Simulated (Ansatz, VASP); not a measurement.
**NaF (Villiaumite) in two plane-wave programs**

Wanted: the spread between two codes on one cell, functional and k mesh. The cell is a member of a volume series, scaled by 1.015 from a relaxed one, so a pressure remains.

Program: Ansatz 0.2.0. Level of theory: plane waves, with VASP 6.6.1 beside it; single point at PBEsol. Results are calculated unless marked as measured.

## (1) Set-up

The structure is cubic, space group Fm-3m (No. 225). The conventional cell has a = 4.652 Å, b = 4.652 Å, c = 4.652 Å, α = 90.00°, β = 90.00°, γ = 90.00°. Nearest to Na lie 6 F at 2.33 Å. Nearest to F lie 6 Na at 2.33 Å. Farther neighbours and most contacts between anions are not listed.

## (2) VASP: single point, PBEsol, volume scaled by 1.015

A single point gives forces, pressure and levels at one fixed geometry, so differences don't come from the geometry; what else differs is listed under the comparison.

Lines of VASP's logs that name or quote its potential files are left out, and so is its time.

The input asks for a relaxation, which ended at its first step since no free force or stress exceeded the threshold; so it serves as a single point.

Input file INCAR:

```
SYSTEM = NaF
PREC = Accurate
ENCUT = 560
EDIFF = 1E-06
NELM = 100
ISMEAR = 0
SIGMA = 0.03
LREAL = .FALSE.
ALGO = Normal
GGA = PS
NBANDS = 13
LORBIT = 11
LWAVE = .FALSE.
LCHARG = .FALSE.
KPAR = 4
IBRION = 2
NSW = 30
ISIF = 4
EDIFFG = -0.01
```

Input file POSCAR:

```
NaF
1.0
    0.0000000000      2.3259554068      2.3259554068
    2.3259554068      0.0000000000      2.3259554068
    2.3259554068      2.3259554068      0.0000000000
Na F
1 1
Direct
    0.0000000000      0.0000000000      0.0000000000
    0.5000000000      0.5000000000      0.5000000000
```

Input file KPOINTS:

```
Automatic mesh
0
Gamma
8 8 8
0 0 0
```

The projector-augmented-wave data sets are Na_pv and F (PBE family, release 64).

Run with:

```bash
$ mpirun -np 4 vasp_std
```

Numbers of over 12 decimals in the logs are rounded to 6 here.

The log of the run:

```text
[banner, memory and clock lines left out]
running    4 mpi-ranks, on    1 nodes
 distrk:  each k-point on    1 cores,    4 groups
 distr:  one band on    1 cores,    1 groups

 POSCAR found type information on POSCAR NaF
 POSCAR found :  2 types and       2 ions
|                                                                             |
|               ----> ADVICE to this user running VASP <----                  |
|                                                                             |
|     You enforced a specific xc type in the INCAR file but a different       |
|     [... a line on the potential file left out ...]
|     I HOPE YOU KNOW WHAT YOU ARE DOING!                                     |
|                                                                             |

 LDA part: xc-table for (Slater+PW92), standard interpolation
 POSCAR, INCAR and KPOINTS ok, starting setup
 FFT: planning ... GRIDC
 FFT: planning ... GRID_SOFT
 FFT: planning ... GRID
 WAVECAR not read
 entering main loop
       N       E                     dE             d eps       ncg     rms          rms(c)
DAV:   1     0.117481538736E+03    0.11748E+03   -0.82674E+03   759   0.136E+03
DAV:   2    -0.312260599626E+01   -0.12060E+03   -0.11104E+03   789   0.367E+02
DAV:   3    -0.947997077447E+01   -0.63574E+01   -0.63394E+01   924   0.799E+01
DAV:   4    -0.954019421319E+01   -0.60223E-01   -0.60220E-01   824   0.798E+00
DAV:   5    -0.954081944350E+01   -0.62523E-03   -0.62523E-03   929   0.826E-01    0.491E+00
DAV:   6    -0.878504688590E+01    0.75577E+00   -0.27953E+00   879   0.155E+01    0.183E+00
DAV:   7    -0.876985889704E+01    0.15188E-01   -0.28619E-02   774   0.223E+00    0.103E+00
DAV:   8    -0.876868163353E+01    0.11773E-02   -0.26307E-02   784   0.379E+00    0.147E-01
DAV:   9    -0.876922900369E+01   -0.54737E-03   -0.43834E-03   884   0.675E-01    0.114E-01
DAV:  10    -0.876911250581E+01    0.11650E-03   -0.10091E-03   799   0.367E-01    0.175E-02
DAV:  11    -0.876911368617E+01   -0.11804E-05   -0.50786E-05   844   0.149E-01    0.582E-03
DAV:  12    -0.876911408984E+01   -0.40367E-06   -0.57225E-06   877   0.328E-02
   1 F= -.87691141E+01 E0= -.87691141E+01  d E =-.876911E+01
 curvature:   0.00 expect dE= 0.000E+00 dE for cont linesearch  0.000E+00
 trial: gam= 0.00000 g(F)=  0.116E-60 g(S)=  0.215E-33 ort = 0.000E+00 (trialstep = 0.100E+01)
 search vector abs. value=  0.100E-09
 reached required accuracy - stopping structural energy minimisation
```

OUTCAR, selected parts (step 2):

```text
ion  position               nearest neighbor table
   1  0.000  0.000  0.000-   2 2.33   2 2.33   2 2.33   2 2.33   2 2.33   2 2.33
   2  0.500  0.500  0.500-   1 2.33   1 2.33   1 2.33   1 2.33   1 2.33   1 2.33

  LATTYP: Found a face centered cubic cell.
 ALAT       =     4.6519108136

 Subroutine GETGRP returns: Found 48 space group operations
 (whereof 48 operations were pure point group operations)

The static configuration has the point symmetry O_h .

 Found     29 irreducible k-points:

   k-points           NKPTS =     29   k-points in BZ     NKDIM =     29   number of bands    NBANDS=     13

   dimension x,y,z NGX =    28 NGY =   28 NGZ =   28
   dimension x,y,z NGXF=    56 NGYF=   56 NGZF=   56

   ENCUT  =  560.0 eV  41.16 Ry    6.42 a.u.   6.35  6.35  6.35*2*pi/ulx,y,z

   NELECT =      14.0000    total number of electrons

 k-points in reciprocal lattice and weights: Automatic mesh
   0.00000000  0.00000000  0.00000000       0.002
   0.12500000  0.00000000  0.00000000       0.016
   0.25000000  0.00000000  0.00000000       0.016
   0.37500000  0.00000000  0.00000000       0.016
   0.50000000  0.00000000  0.00000000       0.008
   0.12500000  0.12500000  0.00000000       0.012
   0.25000000  0.12500000  0.00000000       0.047
   0.37500000  0.12500000  0.00000000       0.047
   0.50000000  0.12500000  0.00000000       0.047
[...]
-0.37500000  0.50000000  0.12500000       0.023
  -0.25000000  0.50000000  0.25000000       0.012

 average (electrostatic) potential at core
       1 -46.7405       2 -77.3693

 E-fermi :  -2.0394

 k-point     1 :       0.0000    0.0000    0.0000
  band No.  band energies     occupation
    ...
      3     -21.0295      2.00000
      4     -21.0295      2.00000
      5      -2.2256      2.00000
      6      -2.2256      2.00000
      7      -2.2256      2.00000
      8       3.8756      0.00000
      9      16.5369      0.00000
     10      16.5369      0.00000
     11      16.5369      0.00000
     12      19.1957      0.00000
    ...

 k-point     2 :       0.1250    0.0000    0.0000
  band No.  band energies     occupation
    ...
      3     -21.0313      2.00000
      4     -20.8124      2.00000
      5      -2.5242      2.00000
      6      -2.2633      2.00000
      7      -2.2633      2.00000
      8       4.4218      0.00000
      9      14.7631      0.00000
     10      16.7705      0.00000
     11      16.7705      0.00000
     12      20.9816      0.00000
    ...

 k-point     3 :       0.2500    0.0000    0.0000
  band No.  band energies     occupation
    ...
      3     -21.0356      2.00000
      4     -20.5394      2.00000
      5      -3.1277      2.00000
      6      -2.3532      2.00000
      7      -2.3532      2.00000
      8       5.7339      0.00000
      9      12.6687      0.00000
     10      17.2815      0.00000
     11      17.2815      0.00000
     12      20.3097      0.00000
    ...

  Total       -0.1174517     -0.1174517     -0.1174517      0.0000000      0.0000000      0.0000000
  in kB       -7.4771410     -7.4771410     -7.4771410      0.0000000      0.0000000      0.0000000
  external PRESSURE =      -7.4771410 kB  Pullay stress =       0.0000000 kB

  energy-cutoff  :      560.00
  volume of cell :       25.17
      direct lattice vectors                 reciprocal lattice vectors
     0.000000000  2.325955407  2.325955407    -0.214965428  0.214965428  0.214965428
     2.325955407  0.000000000  2.325955407     0.214965428 -0.214965428  0.214965428
     2.325955407  2.325955407  0.000000000     0.214965428  0.214965428 -0.214965428

 POSITION                                       TOTAL-FORCE (eV/Angst)
 -----------------------------------------------------------------------------------
      0.00000      0.00000      0.00000         0.000000      0.000000      0.000000
      2.32596      2.32596      2.32596        -0.000000      0.000000     -0.000000
 -----------------------------------------------------------------------------------
    total drift:                                0.000000      0.000000      0.000000

  FREE ENERGIE OF THE ION-ELECTRON SYSTEM (eV)
  ---------------------------------------------------
  free  energy   TOTEN  =        -8.7691140898 eV

  energy  without entropy=       -8.7691140898  energy(sigma->0) =       -8.76911409

 reached required accuracy - stopping structural energy minimisation

 total charge
# of ion       s       p       d       tot
------------------------------------------
    1        0.050   5.995   0.000   6.045
    2        1.723   4.367   0.000   6.089
--------------------------------------------------
tot          1.772  10.362   0.000  12.134

[... 3 further parts left out ...]
```

## (3) Ansatz: single point, PBEsol, volume scaled by 1.015

Ansatz runs on its default PAW (the set named soft_2) files.

The same cell, functional, mesh and smearing now go to Ansatz, which takes its cutoff from its data sets.

Input file input.yaml:

```yaml
crystal:
  lattice:
    - [0.0, 2.32595541, 2.32595541]
    - [2.32595541, 0.0, 2.32595541]
    - [2.32595541, 2.32595541, 0.0]
  atoms:
    - { symbol: Na, position: [0.0, 0.0, 0.0] }
    - { symbol: F, position: [0.5, 0.5, 0.5] }
hamiltonian:
  xc: pbesol
  pseudopotentials: { kind: paw }
kpoints:
  mp_grid: { grid: [8, 8, 8] }
scf:
  occupations: { method: gaussian, width: 0.03 }
  n_extra_bands: 4
output:
  forces: true
  stress: true
  eigenvalues: true
  write_density: true
  write_potential: true
  elf: true
  volumetric_format: npy
```

Run with:

```bash
$ ansatz run input.yaml --threads 2 --pin off --max-ram 4608MiB --backend cpu --events-out ev --progress --plain --runs-dir out
```

The log of the run:

```text
scf.n_extra_bands = 4 over 8 filled bands (N_el = 16.0): the run solves 12 bands
Engine: ansatz 0.2.0, aarch64-unknown-linux-gnu
Pseudopotentials: kind: paw
Pseudopotential: Na, paw, valence charge 9, recommended cutoff 420 eV (normal), Na.paw.azcp
Pseudopotential: F, paw, valence charge 7, recommended cutoff 420 eV (normal), F.paw.azcp
Functional definition: PBEsol
  exchange = pbesol_x
  correlation = pbesol_c
Crystal: 2 atoms, lattice volume = 25.167 Å³
Basis set: ecut = 420 eV, 531 PW (Γ), exchange–correlation on 48×48×48 points (8 copies of the dense FFT grid, shifted against one another)
Bands: 12, of which v1, the nominal top of the filled ones, is band 8 counted from 1 (7 counted from 0)
Symmetry: 48 space group operations
Space group: Fm-3m (ITA 225), of the structure as read, at distance tolerance 2.9e-5 Å
k-points: 29 of 512
Non-local potential: Na, projectors of the file, l = 0: 3, l = 1: 2, l = 2: 1
Non-local potential: F, projectors of the file, l = 0: 2, l = 1: 2, l = 2: 1
PAW form: soft (Blöchl's): semilocal exchange-correlation on the pseudo side does not see the compensation charge
PAW frozen core: Na, regenerated for the run's functional, and the local potential with it (the file was generated under x = pbe(κ = 0.804, μ = 0.219515), c = pbe(β = 0.066725))
PAW frozen core: F, regenerated for the run's functional, and the local potential with it (the file was generated under x = pbe(κ = 0.804, μ = 0.219515), c = pbe(β = 0.066725))
PAW one-centre angular grid: Na, 110 points (default); XC on 64 Gauss nodes
PAW one-centre angular grid: F, 110 points (default); XC on 64 Gauss nodes
Initial density: superposition of atomic densities (neutral atoms: chi_scale 0, normalization atom), corrected by the library's trained network
Initial wavefunctions: pseudopotential atomic-orbital guess
Functional: x = pbesol(κ = 0.804, μ = 0.123457), c = pbesol(β = 0.046)
SCF iter   1: F=—  HF=-2278.928866 eV  |F-HF|=—  |Δ(HF+E_count)|=         —  Δρ=1.14e-2  dr2=1.98e-2  ethr=1.77e-3  ⟨swp⟩=5.7  Hψ=1938  notcnv=0
preconditioner: auto → none  [insulator: Δε(μ)=5.964 eV  Ē_g=25.997 eV  σ=0.030 eV  W_gap=1.00  n_scr=8 (ndim 8)  ℏωp=27.7 eV  f_vac=0.108  D(μ)=0.00/eV (n_scr^D=0)  ε∞_Penn≈2.1]
SCF iter   2: F=—  HF=-2278.922630 eV  |F-HF|=—  |Δ(HF+E_count)|=   6.24e-3  Δρ=4.94e-3  dr2=3.42e-3  ethr=1.24e-4  ⟨swp⟩=2.0  Hψ=798  notcnv=0
SCF iter   3: F=—  HF=-2278.921586 eV  |F-HF|=—  |Δ(HF+E_count)|=   1.04e-3  Δρ=4.76e-4  dr2=3.66e-5  ethr=2.13e-5  ⟨swp⟩=2.0  Hψ=539  notcnv=0
SCF iter   4: F=—  HF=-2278.921601 eV  |F-HF|=—  |Δ(HF+E_count)|=   1.46e-5  Δρ=1.08e-4  dr2=6.73e-7  ethr=2.29e-7  ⟨swp⟩=2.0  Hψ=580  notcnv=0
SCF iter   5: F=—  HF=-2278.921604 eV  |F-HF|=—  |Δ(HF+E_count)|=   2.97e-6  Δρ=5.32e-5  dr2=4.90e-7  ethr=4.21e-9  ⟨swp⟩=2.0  Hψ=549  notcnv=0
SCF iter   6: F=-2278.921604 eV  HF=-2278.921604 eV  |F-HF|=1.11e-8  |Δ(HF+E_count)|=   1.04e-7  Δρ=9.54e-6  dr2=1.56e-8  ethr=6.25e-10  ⟨swp⟩=5.4  Hψ=1824  notcnv=0
SCF 1 converged in 6 iterations: F = -2278.921604 eV  dr2 = 1.56e-8
  greatest PAW one-centre occupation: 0.999 electrons in one spin orbital (limit 2), on the Na atom at site 0 (counted from 0), in its partial waves of l = 0
SCF converged after 6 iterations
Free energy (F): -2278.921604 eV
Harris-Foulkes:  -2278.921604 eV  (|F-HF|=1.11e-8)
Internal energy: -2278.921604 eV  (E = F + TS)
E sigma→0 (E₀):  -2278.921604 eV
Fermi energy:    3.903695 eV
--- Per-component energies (eV) ---
  E_band       = -234.597010
  E_kinetic    = 328.311561
  E_local      = -1698.401176  (includes V_loc(G=0)·N_el)
  E_nonlocal   = 189.791054
  E_hartree    = 601.320184
  E_xc         = -118.042965
  E_vxc        = -152.383547  (∫ρ·V_xc dr)
  E_paw        = -447.002004  (= ΣΔE_a)
  E_vpaw       = -104.561636  (= ΣTr[D̂ρ^β])
  E_aug_tail   = 0.001984  (compensation charges beyond the density's cutoff)
  E_ewald      = -1134.997378
  E_core_change = 0.097136  (= ΣΔE_core)
  E_smearing   = -0.000000  (= −TS)
  E_closure    = -0.000000  (closes the sum)
  Σ components = -2278.921604   (vs F -2278.921604, Δ=0.00e0)
--- Forces (eV/Å), atoms counted from 1 ---
  atom   1  Na    -0.00000000    -0.00000000    -0.00000000
  atom   2  F      0.00000000    -0.00000000     0.00000000
  max |Σ_I F_I| component: 3.53e-29 eV/Å
--- Stress (GPa, compression-positive) ---
       -0.692450       0.000000       0.000000
       -0.000000      -0.692450       0.000000
       -0.000000      -0.000000      -0.692450
  P = ⅓ Tr σ = -0.6925 GPa (-6.925 kbar)
--- Band table (eV; the first three rows and the last of 29) ---
  k-point 0: bands = [... 4 lower, -17.9635, 0.8426, 0.8426, 0.8426, 6.9646, 19.5947, 19.5947, 19.5947]
  k-point 1: bands = [... 4 lower, -17.7420, 0.5467, 0.8052, 0.8052, 7.5090, 17.8298, 19.8293, 19.8293]
  k-point 2: bands = [... 4 lower, -17.4696, -0.0535, 0.7161, 0.7161, 8.8184, 15.7418, 20.3468, 20.3468]
  k-point 28: bands = [... 4 lower, -17.5032, -0.0315, -0.0315, 0.2751, 13.8073, 13.8073, 15.8685, 17.4906]
```

The job ended after 0.59 s (2 threads of Arm Neoverse V1, shared host; peak memory 0.26 GiB; 1 s of CPU time).

The run ends at a pressure of -0.69 GPa.

## (4) Side by side

Known differences besides the potentials themselves: the data sets hold 16 valence electrons in Ansatz (default PAW (the set named soft_2) files) and 14 in VASP; the cutoff is 420 eV in Ansatz and 560 eV in VASP; Ansatz makes its cores anew for this functional, VASP keeps those of its PBE data sets; VASP leaves aspherical gradient terms in its spheres out (LASPH is not set), Ansatz keeps them. Total energies have different zeros and are not compared.

Both answers:

```tsv
quantity	Ansatz	VASP	difference
pressure (GPa)	-0.69	-0.75	+0.06
pressure without Ansatz's Pulay correction (GPa)	-1.19	-0.75	-0.44
gap on the k mesh (eV)	6.122	6.101	+0.021
```

A gap on the mesh is an upper bound, since the band edges may lie between its points. Ansatz's pressure holds a Pulay correction of 0.49 GPa; VASP's holds none.

## (5) Ansatz: single point, PBEsol, volume scaled by 0.97

A single point gives forces, pressure and levels at one fixed geometry, so differences don't come from the geometry; what else differs is listed under the comparison. The cell compared in this pair holds 24.05 Å³, against 25.17 Å³ for the pair before.

The cell is a member of a volume series, scaled by 0.97 from a relaxed one, so a pressure remains.

Changes to input.yaml since step 3:

```diff
@@ -2,5 +2,5 @@
   lattice:
-    - [0.0, 2.32595541, 2.32595541]
-    - [2.32595541, 0.0, 2.32595541]
-    - [2.32595541, 2.32595541, 0.0]
+    - [0.0, 2.2910608, 2.2910608]
+    - [2.2910608, 0.0, 2.2910608]
+    - [2.2910608, 2.2910608, 0.0]
   atoms:
```

The log of the run:

```text
[...]
Crystal: 2 atoms, lattice volume = 24.051 Å³
Basis set: ecut = 420 eV, 459 PW (Γ), exchange–correlation on 48×48×48 points (8 copies of the dense FFT grid, shifted against one another)
Bands: 12, of which v1, the nominal top of the filled ones, is band 8 counted from 1 (7 counted from 0)
Symmetry: 48 space group operations
[...]
k-points: 29 of 512
[...]
--- Band table (eV; the first three rows and the last of 29) ---
  k-point 0: bands = [... 4 lower, -17.4919, 1.1828, 1.1828, 1.1828, 7.5425, 20.2490, 20.2490, 20.2490]
  k-point 1: bands = [... 4 lower, -17.3042, 0.8672, 1.1403, 1.1403, 8.1044, 18.4617, 20.5030, 20.5030]
  k-point 2: bands = [... 4 lower, -17.0258, 0.2290, 1.0420, 1.0420, 9.4470, 16.3701, 21.0783, 21.0783]
  k-point 28: bands = [... 4 lower, -17.0718, 0.2557, 0.2557, 0.5734, 14.4411, 14.4411, 16.7084, 18.3515]
[key lines of the parts left out:]
SCF converged after 6 iterations
Free energy (F): -2278.918732 eV
Fermi energy:    4.362732 eV
P = ⅓ Tr σ = 1.5910 GPa (15.910 kbar)
```

The job ended after 1.1 s (2 threads; peak memory 0.26 GiB).

The run ends at a pressure of 1.59 GPa.

## (6) VASP: single point, PBEsol, volume scaled by 0.97

The same cell, functional, mesh and smearing now go to VASP, with its own data sets and cutoff.

The input asks for a relaxation, which ended at its first step since no free force or stress exceeded the threshold; so it serves as a single point.

Changes to INCAR since step 2:

```diff
@@ -3,3 +3,3 @@
 ENCUT = 560
-EDIFF = 1E-06
+EDIFF = 1E-07
 NELM = 100
@@ -16,4 +16,4 @@
 IBRION = 2
-NSW = 30
+NSW = 50
 ISIF = 4
-EDIFFG = -0.01
+EDIFFG = -0.002
```

Input file POSCAR:

```
NaF
1.0
    0.0000000000      2.2910608013      2.2910608013
    2.2910608013      0.0000000000      2.2910608013
    2.2910608013      2.2910608013      0.0000000000
Na F
1 1
Direct
    0.0000000000      0.0000000000      0.0000000000
    0.5000000000      0.5000000000      0.5000000000
```

KPOINTS is that of step 2.

Run with:

```bash
$ mpirun -np 4 vasp_std
```

The log of the run:

```text
[banner, memory and clock lines left out]
running    4 mpi-ranks, on    1 nodes
[...]
[... a notice as in an earlier step ...]

 LDA part: xc-table for (Slater+PW92), standard interpolation
 POSCAR, INCAR and KPOINTS ok, starting setup
[...]
entering main loop
       N       E                     dE             d eps       ncg     rms          rms(c)
DAV:   1     0.114342682859E+03    0.11434E+03   -0.81246E+03   764   0.142E+03
DAV:   2    -0.340572322283E+01   -0.11775E+03   -0.10976E+03   834   0.360E+02
DAV:   3    -0.947805932771E+01   -0.60723E+01   -0.60565E+01   914   0.766E+01
DAV:   4    -0.952947071473E+01   -0.51411E-01   -0.51409E-01   834   0.758E+00
[...]
DAV:  11    -0.876443543512E+01   -0.32708E-05   -0.34706E-05   849   0.140E-01    0.628E-03
DAV:  12    -0.876443558200E+01   -0.14688E-06   -0.47537E-06   900   0.337E-02    0.277E-03
DAV:  13    -0.876443557597E+01    0.60315E-08   -0.75909E-07   829   0.877E-03
   1 F= -.87644356E+01 E0= -.87644356E+01  d E =-.876444E+01
[...]
reached required accuracy - stopping structural energy minimisation
```

From OUTCAR (step 6):

```text
  Total        0.2490691      0.2490691      0.2490691      0.0000000      0.0000000      0.0000000
  in kB       16.5916893     16.5916893     16.5916893      0.0000000      0.0000000      0.0000000
  external PRESSURE =      16.5916893 kB  Pullay stress =       0.0000000 kB

 POSITION                                       TOTAL-FORCE (eV/Angst)
 -----------------------------------------------------------------------------------
      0.00000      0.00000      0.00000         0.000000      0.000000     -0.000000
      2.29106      2.29106      2.29106        -0.000000     -0.000000      0.000000
 -----------------------------------------------------------------------------------
    total drift:                                0.000000      0.000000      0.000000

  FREE ENERGIE OF THE ION-ELECTRON SYSTEM (eV)
  ---------------------------------------------------
  free  energy   TOTEN  =        -8.7644355760 eV

  energy  without entropy=       -8.7644355760  energy(sigma->0) =       -8.76443558

[... 2 parts as in an earlier step ...]

[... 2 further parts left out ...]
[key lines of the parts left out:]
E-fermi :  -1.7730
```

[end of part 1 of 2]

[Lines on the potential files, build, host, timing and source positions are cut from VASP's logs without a mark.]

[Logs are printed without paths, hosts, clocks, repeated set-up lines and the standing remarks that a program may print on its own settings, such as how far it seeks lower states.]

[Hosts, paths, dates, database ids (printed as entryN), source tags and the programs' standing remarks are cut or masked in the printed files.]
